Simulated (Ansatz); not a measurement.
## ZrS₂ — electric field gradients

The cell is a Materials Project structure (computed, not necessarily an observed phase), atoms as given.

```
CELL_PARAMETERS angstrom
3.69138 0.00000 0.00000
-1.84569 3.19683 0.00000
0.00000 0.00000 6.04108
ATOMIC_POSITIONS crystal
Zr 0.00000 0.00000 0.00000
S 0.66667 0.33333 0.76209
S 0.33333 0.66667 0.23791
```

Atom numbers follow the list; atoms alike are taken as one site, whose name carries the number of the first.

Level of theory: DFT, PBE, plane waves and PAW, scalar-relativistic, 420 eV cutoff, Γ-centred 10×10×6 k-points, Fermi–Dirac smearing 0.01 eV (Ansatz 0.2.0).

Conventions: |V_zz| ≥ |V_yy| ≥ |V_xx|, η = (V_xx − V_yy)/V_zz, C_Q = eQV_zz/h.

⁹¹Zr: I = 5/2, Q = -176.0 mb; ³³S: I = 3/2, Q = -69.40 mb. Q values from Pyykkö, Mol. Phys. 116, 1328 (2018).

Question: Give the quadrupolar parameters of the distinct sites.

Answer: 

```tsv
site	atoms (order as listed)	first shell	V_xx, V_yy, V_zz (10²¹ V/m²)	η	C_Q (MHz)
Zr	1	6 S at 2.57 Å	0.26, 0.26, -0.51	0.00	2.19
S	2, 3	3 Zr at 2.57 Å	0.13, 0.13, -0.27	0.00	0.449
```

An axis of threefold or higher order runs through Zr and S, so V_zz lies along it and η is zero.

Without spin–orbit coupling (the program notes it for Zr) the gradients can shift somewhat, as the gap is small.

The run took 7.3 s of wall time (7.3 s of CPU time) and 0.41 GiB at its peak, on 1 thread of Arm Neoverse V2 (aarch64; 8 cores open to the job, memory cap 3.0 GiB, no GPU), a shared host with a load of 0.6 a core.
